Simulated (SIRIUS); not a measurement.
**Mo in SIRIUS: convergence with lmax of the potential**

Input of the first run (lmax of the potential 2); the others differ in this setting and in those tied to it:

sirius.json

```json
{
  "control": {
    "processing_unit": "cpu",
    "std_evp_solver_name": "lapack",
    "gen_evp_solver_name": "lapack",
    "verbosity": 2,
    "print_forces": true,
    "ortho_rf": true,
    "use_second_variation": true,
    "rmt_max": 3.0,
    "num_bands_to_print": 15,
    "save_wf": true
  },
  "parameters": {
    "electronic_structure_method": "full_potential_lapwlo",
    "xc_functionals": ["XC_GGA_X_PBE_SOL", "XC_GGA_C_PBE_SOL"],
    "core_relativity": "dirac",
    "valence_relativity": "iora",
    "num_fv_states": 15,
    "smearing": "fermi_dirac",
    "smearing_width": 0.0018374661,
    "pw_cutoff": 20,
    "gk_cutoff": 3.46,
    "lmax_apw": 10,
    "lmax_rho": 2,
    "lmax_pot": 2,
    "num_mag_dims": 0,
    "auto_rmt": 0,
    "ngridk": [12, 12, 12],
    "shiftk": [0, 0, 0],
    "num_dft_iter": 80,
    "energy_tol": 1e-07,
    "density_tol": 1e-05,
    "use_symmetry": true
  },
  "settings": {"tol_ne": 1e-10},
  "iterative_solver": {"type": "exact"},
  "mixer": {"type": "anderson", "beta": 0.5, "max_history": 8},
  "unit_cell": {
    "lattice_vectors": [
      [-2.9929651906, 2.9929651906, 2.9929651906],
      [2.9929651906, -2.9929651906, 2.9929651906],
      [2.9929651906, 2.9929651906, -2.9929651906]
    ],
    "atom_types": ["Mo"],
    "atom_files": {"Mo": "Mo.json"},
    "atoms": {"Mo": [[0.0, 0.0, 0.0]]}
  }
}
```

The input Mo.json:

```json
{
  "name": "molybdenum",
  "symbol": "Mo",
  "number": 42,
  "mass": 95.96,
  "rmin": 1e-06,
  "rmt": 2.54,
  "nrmt": 800,
  "rinf": 17.03,
  "core": "1s2s2p3s3p3d",
  "valence": [
    {"basis": [{"enu": 0.24, "dme": 0, "n": 0, "auto": 0}, {"enu": 0.24, "dme": 1, "n": 0, "auto": 0}]},
    {"l": 0, "n": 1, "basis": [{"enu": 0.34, "dme": 0, "n": 0, "auto": 0}]},
    {"l": 1, "n": 2, "basis": [{"enu": 0.34, "dme": 0, "n": 0, "auto": 0}]},
    {"l": 2, "n": 3, "basis": [{"enu": 0.34, "dme": 0, "n": 0, "auto": 0}]},
    {"l": 3, "n": 4, "basis": [{"enu": 0.34, "dme": 0, "n": 0, "auto": 0}]}
  ],
  "lo": [
    {"l": 0, "basis": [{"enu": 0.34, "dme": 0, "n": 0, "auto": 0}, {"enu": 0.34, "dme": 1, "n": 0, "auto": 0}]},
    {
      "l": 0,
      "basis": [{"enu": -1.8759, "dme": 0, "n": 4, "auto": 1}, {"enu": -1.8759, "dme": 1, "n": 4, "auto": 1}]
    },
    {
      "l": 0,
      "basis": [{"enu": -1.8759, "dme": 1, "n": 4, "auto": 1}, {"enu": 0.34, "dme": 0, "n": 0, "auto": 0}]
    },
    {"l": 0, "basis": [{"enu": 0.34, "dme": 0, "n": 0, "auto": 0}, {"enu": 2.82, "dme": 0, "n": 0, "auto": 0}]},
    {"l": 1, "basis": [{"enu": 0.34, "dme": 0, "n": 0, "auto": 0}, {"enu": 0.34, "dme": 1, "n": 0, "auto": 0}]},
    {
      "l": 1,
      "basis": [{"enu": -0.9313, "dme": 0, "n": 4, "auto": 1}, {"enu": -0.9313, "dme": 1, "n": 4, "auto": 1}]
    },
    {
      "l": 1,
      "basis": [{"enu": -0.9313, "dme": 1, "n": 4, "auto": 1}, {"enu": 0.34, "dme": 0, "n": 0, "auto": 0}]
    },
    {"l": 1, "basis": [{"enu": 0.34, "dme": 0, "n": 0, "auto": 0}, {"enu": 3.192, "dme": 0, "n": 0, "auto": 0}]},
    {"l": 2, "basis": [{"enu": 0.34, "dme": 0, "n": 0, "auto": 0}, {"enu": 0.34, "dme": 1, "n": 0, "auto": 0}]},
    {"l": 2, "basis": [{"enu": 0.34, "dme": 1, "n": 0, "auto": 0}, {"enu": 0.34, "dme": 2, "n": 0, "auto": 0}]},
    {"l": 2, "basis": [{"enu": 0.34, "dme": 0, "n": 0, "auto": 0}, {"enu": 2.758, "dme": 0, "n": 0, "auto": 0}]},
    {"l": 3, "basis": [{"enu": 0.34, "dme": 0, "n": 0, "auto": 0}, {"enu": 0.34, "dme": 1, "n": 0, "auto": 0}]},
    {"l": 3, "basis": [{"enu": 0.34, "dme": 0, "n": 0, "auto": 0}, {"enu": 3.037, "dme": 0, "n": 0, "auto": 0}]}
  ],
  "free_atom": [... radial grid and density of the free atom, the start of the SCF ...]
}
```

File sirius_start.json:

```json
{
  "control": {
    "processing_unit": "cpu",
    "std_evp_solver_name": "lapack",
    "gen_evp_solver_name": "lapack",
    "verbosity": 1,
    "print_forces": false,
    "ortho_rf": true,
    "use_second_variation": true,
    "rmt_max": 3.0,
    "num_bands_to_print": 15,
    "save_wf": false
  },
  "parameters": {
    "electronic_structure_method": "full_potential_lapwlo",
    "xc_functionals": ["XC_LDA_X", "XC_LDA_C_PW"],
    "core_relativity": "dirac",
    "valence_relativity": "iora",
    "num_fv_states": 15,
    "smearing": "fermi_dirac",
    "smearing_width": 0.0055123983,
    "pw_cutoff": 20,
    "gk_cutoff": 2.77,
    "lmax_apw": 10,
    "lmax_rho": 2,
    "lmax_pot": 2,
    "num_mag_dims": 0,
    "auto_rmt": 0,
    "ngridk": [5, 5, 5],
    "shiftk": [0, 0, 0],
    "num_dft_iter": 30,
    "energy_tol": 0.01,
    "density_tol": 0.05,
    "use_symmetry": true
  },
  "settings": {"tol_ne": 1e-10},
  "iterative_solver": {"type": "exact"},
  "mixer": {"type": "anderson", "beta": 0.5, "max_history": 8},
  "unit_cell": {
    "lattice_vectors": [
      [-2.9929651906, 2.9929651906, 2.9929651906],
      [2.9929651906, -2.9929651906, 2.9929651906],
      [2.9929651906, 2.9929651906, -2.9929651906]
    ],
    "atom_types": ["Mo"],
    "atom_files": {"Mo": "Mo.json"},
    "atoms": {"Mo": [[0.0, 0.0, 0.0]]}
  }
}
```

Potentials or basis: all-electron FP-LAPW, apw+lo standard.

The run is started by

```console
$ OMP_NUM_THREADS=1 sirius.scf --input=sirius_start.json --output=start.json
$ OMP_NUM_THREADS=1 sirius.scf --input=sirius.json --output=output.json --task=1
```

Hardware: 1 thread of Arm Neoverse V1, on a shared host.

| lmax of the potential | energy less the tightest run, at zero smearing (meV/atom) | SCF cycles | CPU time (s) | peak memory (GiB) |
| --- | --- | --- | --- | --- |
| 2 | 56.70 | 6 | 15 | 0.17 |
| 3 | 56.70 | 6 | 16 | 0.18 |
| 4 | -2.98 | 6 | 16 | 0.19 |
| 6 | -0.17 | 6 | 18 | 0.24 |
| 8 | 0.01 | 6 | 22 | 0.29 |
| 10 | 0.00 | 6 | 28 | 0.37 |

Against the tightest run, the energy stays within 1 meV/atom from 6 on. The tightest run that finished is the yardstick and may itself not be fully converged.
